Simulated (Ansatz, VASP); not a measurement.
## Hg in VASP and in Ansatz

INCAR

```
ALGO = Normal
EDIFF = 1E-6
ENCUT = 520
GGA = RP
ISIF = 2
ISMEAR = -1
LASPH = T
LCHARG = F
LREAL = F
LWAVE = F
NBANDS = 12
NELM = 60
PREC = Accurate
SIGMA = 0.1
```

File KPOINTS:

```
k-points
0
Gamma
  7 7 7
```

POSCAR

```
Hg
1.0
    5.0511180013      0.0000000000      0.0000000000
    0.0000000000      5.0511180013      0.0000000000
    0.0000000000      0.0000000000      5.0511180013
Hg
1
Direct
    0.0000000000      0.0000000000      0.0000000000
```

Input for Ansatz:

```yaml
crystal:
  lattice:
    - [5.0511180013, 0.0, 0.0]
    - [0.0, 5.0511180013, 0.0]
    - [0.0, 0.0, 5.0511180013]
  atoms:
    - { symbol: Hg, position: [0.0, 0.0, 0.0] }
hamiltonian:
  xc: rpbe
  pseudopotentials:
    kind: paw
    azcp:
      Hg: "pseudopotentials/Hg.paw.azcp"
basis:
  ecutwfc: 420
  fft_grid_basis: typed
kpoints:
  mp_grid: { grid: [7, 7, 7], shift: [0, 0, 0] }
magnetization:
  spin_polarized: false
scf:
  occupations: { method: fermi_dirac, width: 0.1 }
  lower_state_search: "off"
output:
  stress: true
```

Alike in both runs: task single point; functional RPBE; k mesh 7 × 7 × 7; occupations fermi-dirac, width 0.1 eV; no spin polarisation.

|  | VASP | Ansatz |
| --- | --- | --- |
| version | VASP 6.6.1 | Ansatz 0.2.0 |
| potentials or method | VASP PAW PBE potentials, release 64 (Hg) | plane waves (420 eV) with PAW, scalar-relativistic |
| plane-wave cutoff (eV) | 520 | 420 |
| valence electrons in the cell | 12 | 20 |

|  | VASP | Ansatz | Ansatz less VASP |
| --- | --- | --- | --- |
| pressure (GPa) | 0.0 | 0.0 | +0.02 |

The two sets of potentials don't hold the same shells in valence.

Caveats: the PAW data sets were made with another functional, which shifts forces and pressure a little (VASP); spin-orbit coupling is left out, which moves the levels of the heavy elements; an odd mesh through Γ misses points on the zone boundary, where band edges often lie. A hybrid or GW would open this gap; RPBE tends to underestimate it.
